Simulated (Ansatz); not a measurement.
# Yb in Ansatz: the effect of functional

Yb:

```
Yb
1.0
     0.00000    2.70603    2.70603
     2.70603    0.00000    2.70603
     2.70603    2.70603    0.00000
Yb
1
Direct
  0.00000 0.00000 0.00000
```

The cell isn't the ideal one: volume scaled by 0.96.

Alike in all runs:

| Quantity | Value |
| --- | --- |
| Program | Ansatz 0.2.0 |
| Task | single point |
| Potentials or basis | Ansatz PAW |
| k mesh | 8 × 8 × 8 |
| Occupations | fermi-dirac, width 0.05 eV |
| Spin | collinear spin, ferromagnetic start |
| Starting moments | [1.0] μB |

```tsv
functional	cutoff	pressure (GPa)
LDA	420 eV (not typed: the program's choice for these potentials)	?
r2SCAN	500 eV (not typed: the program's choice for these potentials)	-1.9
PBE	420 eV (not typed: the program's choice for these potentials)	-1.7
```

**Question.** What does the run with functional LDA give?

**Answer.** Pressure -4.2 GPa.

Caveats: the starting moments weren't kept; the PAW data sets come from PBE, with cores solved anew for the run's functional, which leaves a small shift of forces and pressure (some runs); the magnetic or orbital state may not be the lowest (some runs).
